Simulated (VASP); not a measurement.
V3Si:

```xyz
8
Lattice="4.6837 0.0000 0.0000 0.0000 4.6837 0.0000 0.0000 0.0000 4.6837" Properties=species:S:1:pos:R:3 pbc="T T T"
V     1.1709    0.0000    2.3418
V     3.5127    0.0000    2.3418
V     0.0000    2.3418    1.1709
V     0.0000    2.3418    3.5127
V     2.3418    3.5127    0.0000
V     2.3418    1.1709    0.0000
Si    0.0000    0.0000    0.0000
Si    2.3418    2.3418    2.3418
```

The cell is a database's computed one.

- Program: VASP 6.6.1
- Task: relaxation of cell and atoms
- Functional: PBEsol
- Potentials or basis: VASP PAW PBE potentials, release 64 (V_sv, Si)
- Cutoff: 600 eV
- k mesh: 8 × 8 × 8
- Occupations: gaussian, width 0.1 eV
- Spin: no spin polarisation

At the start: pressure -4.1 GPa; volume 12.84 Å³/atom.

**Question.** How do energy, volume and symmetry change on relaxing?

**Answer.** Over 3 steps the energy falls by 3.4 meV/atom and the volume is 12.58 Å³/atom (-2.0 %); space group Pm-3n (No. 223, to 0.05 Å).

Step by step:
```
step  energy change (eV)  largest force (eV/Å)  pressure (GPa)  volume (Å³)
   1              0.0000                0.0000           -4.12       102.74
   2              0.0227                0.0000            6.03        97.91
   3             -0.0275                0.0000           -0.03       100.65
```

Final structure:
```
CELL_PARAMETERS angstrom
4.65166 0.00000 0.00000
0.00000 4.65166 0.00000
0.00000 0.00000 4.65166
ATOMIC_POSITIONS crystal
V 0.25000 0.00000 0.50000
V 0.75000 0.00000 0.50000
V 0.00000 0.50000 0.25000
V 0.00000 0.50000 0.75000
V 0.50000 0.75000 0.00000
V 0.50000 0.25000 0.00000
Si 0.00000 0.00000 0.00000
Si 0.50000 0.50000 0.50000
```

Caveat: the PAW data sets were made with another functional, which shifts forces and pressure a little.
